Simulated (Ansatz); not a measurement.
Crystal: K.

```
K
1.0
    -2.69756    2.69756    2.69756
     2.69756   -2.69756    2.69756
     2.69756    2.69756   -2.69756
K
1
Direct
  0.00000 0.00000 0.00000
```

```yaml
Program: Ansatz 0.2.0
Task: single point
Functional: PBE
Potentials_or_basis: Ansatz PAW
Cutoff: "420 eV (not typed: the program's choice for these potentials)"
k_mesh: 7 × 7 × 7
Occupations: fermi-dirac, width 0.05 eV
Spin: no spin polarisation
```

On this cell: pressure -0.2 GPa; band gap on the k mesh none (metal or under the smearing width).

The same run follows on a disturbed copy (cell strained at random at fixed volume):

```
K
1.0
    -2.62910    2.66761    2.60007
     2.71869   -2.74448    2.76653
     2.66008    2.77546   -2.67695
K
1
Direct
  0.99632 0.99168 0.00721
```

Task: What changes?

Result: The energy (extrapolated to zero smearing) moves by +1.4 meV/atom; pressure -0.2 GPa; band gap on the k mesh none (metal or under the smearing width).

Stress tensor (GPa, compression positive):
```
-0.20 -0.04 -0.09
-0.04 -0.19  0.08
-0.09  0.08 -0.21
```
